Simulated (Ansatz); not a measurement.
Ansatz input

```yaml
crystal:
  lattice:
    - [3.5992973692, 0.0, 0.0]
    - [-1.7996486846, 3.1170829576, 0.0]
    - [0.0, 0.0, 2.2164995595]
  atoms:
    - { symbol: Be, position: [0.0, 0.0, 0.0] }
    - { symbol: Be, position: [0.3333333333, 0.6666666667, 0.5] }
    - { symbol: Be, position: [0.6666666667, 0.3333333333, 0.5] }
hamiltonian:
  xc: rpbe
  pseudopotentials:
    kind: paw
    azcp:
      Be: "pseudopotentials/Be.paw.azcp"
basis:
  ecutwfc: 420
  fft_grid_basis: typed
kpoints:
  mp_grid: { grid: [13, 13, 19], shift: [0, 0, 0] }
magnetization:
  spin_polarized: false
scf:
  occupations: { method: fermi_dirac, width: 0.1 }
```

Terminal output

```
Engine: ansatz 0.2.0, x86_64-unknown-linux-gnu
Pseudopotentials: kind: paw
Pseudopotential: Be, paw, valence charge 2, recommended cutoff 420 eV (normal) 
Functional definition: RPBE
  parameter kappa = 0.804
  parameter beta = 0.06672455060314922
  exchange = rpbe_x(kappa = kappa, mu = beta*pi^2/3)
  correlation = pbe_c(beta = beta)
Crystal: 3 atoms, lattice volume = 24.868 Å³
Basis set: ecut = 420 eV, 499 PW (Γ)
Bands: 7, of which v1, the nominal top of the filled ones, is band 3 counted from 1 (2 counted from 0)
Symmetry: 24 space group operations
Space group: P6/mmm (ITA 191), of the structure as read, at distance tolerance 2.9e-5 Å
k-points: 210 of 3211
Non-local potential: Be, projectors of the file, l = 0: 2, l = 1: 2, l = 2: 1
PAW form: soft (Blöchl's): semilocal exchange-correlation on the pseudo side does not see the compensation charge
PAW frozen core: Be, regenerated for the run's functional, and the local potential with it (the file was generated under x = pbe(κ = 0.804, μ = 0.2195149727645171), c = pbe(β = 0.06672455060314922))
PAW one-centre angular grid: Be, 110 points (default); XC on 64 Gauss nodes
Initial density: superposition of atomic densities (neutral atoms: chi_scale 0, normalization atom), corrected by the library's trained network
Initial wavefunctions: pseudopotential atomic-orbital guess
Functional: x = rpbe, c = pbe(β = 0.06672455060314922)
SCF iter   1: F=—  HF=-280.497034 eV  |F-HF|=—  |Δ(HF+E_count)|=         —  Δρ=2.53e-3  dr2=1.36e-3  ethr=1.77e-3  ⟨swp⟩=5.5  Hψ=11253  notcnv=0
SCF iter   2: F=—  HF=-280.497028 eV  |F-HF|=—  |Δ(HF+E_count)|=   5.96e-6  Δρ=1.54e-3  dr2=5.08e-4  ethr=2.26e-5  ⟨swp⟩=1.1  Hψ=3187  notcnv=0
SCF iter   3: F=—  HF=-280.496900 eV  |F-HF|=—  |Δ(HF+E_count)|=   1.29e-4  Δρ=1.07e-4  dr2=5.35e-6  ethr=8.47e-6  ⟨swp⟩=1.5  Hψ=1709  notcnv=0
SCF iter   4: F=—  HF=-280.496898 eV  |F-HF|=—  |Δ(HF+E_count)|=   1.75e-6  Δρ=2.59e-5  dr2=6.61e-8  ethr=8.91e-8  ⟨swp⟩=2.3  Hψ=2047  notcnv=0
iter 5 did not close the SCF: its close was put off for the readings that it lacked (scf_convergence_deferred on its scf_iter line)
SCF iter   5: F=-280.496898 eV  HF=-280.496898 eV  |F-HF|=2.19e-10  |Δ(HF+E_count)|=   2.21e-7  Δρ=2.78e-6  dr2=1.71e-9  ethr=1.10e-9  ⟨swp⟩=2.1  Hψ=2000  notcnv=0
SCF iter   6: F=-280.496898 eV  HF=-280.496898 eV  |F-HF|=9.66e-13  |Δ(HF+E_count)|=  7.85e-10  Δρ=1.66e-7  dr2=5.95e-12  ethr=2.84e-11  ⟨swp⟩=1.0  Hψ=4171  notcnv=0
SCF 1 converged in 6 iterations: F = -280.496898 eV  dr2 = 5.95e-12
SCF converged after 6 iterations
Free energy (F): -280.496898 eV
Harris-Foulkes:  -280.496898 eV  (|F-HF|=9.66e-13)
Internal energy: -280.478896 eV  (E = F + TS)
E sigma→0 (E₀):  -280.487897 eV
Entropy (-TS):   -0.018002 eV (-6.001 meV/atom)
Fermi energy:    8.359506 eV
--- Per-component energies (eV) ---
  E_band       = 17.508060
  E_kinetic    = 61.171162
  E_local      = 8.664715  (includes V_loc(G=0)·N_el)
  E_nonlocal   = 12.741664
  E_hartree    = 0.096079
  E_xc         = -58.775999
  E_vxc        = -61.470839  (∫ρ·V_xc dr)
  E_paw        = -181.270094  (= ΣΔE_a)
  E_vpaw       = -3.790799  (= ΣTr[D̂ρ^β])
  E_aug_tail   = -0.000002  (compensation charges beyond the density's cutoff)
  E_ewald      = -123.087024
  E_core_change = -0.019398  (= ΣΔE_core)
  E_smearing   = -0.018002  (= −TS)
  E_closure    = 0.000000  (closes the sum)
  Σ components = -280.496898   (vs F -280.496898, Δ=0.00e0)
```
